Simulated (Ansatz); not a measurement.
A relaxed 1×1 slab of 3 planes, cut along (100) from a bcc crystal of one element, has a cell area of 10.13 Å² and a bulk spacing of 1.592 Å between its first planes. All-electron LAPW in Ansatz 0.2.0 (PBE, scalar-relativistic, no spin polarisation) gives γ = 4.17 J/m², Φ = 4.20 eV and a change of the outer spacing of -7.5 %. The bcc structure needn't be the element's own.

Task: Which element is it?

Result: W. This is the case that was computed; others weren't tested.
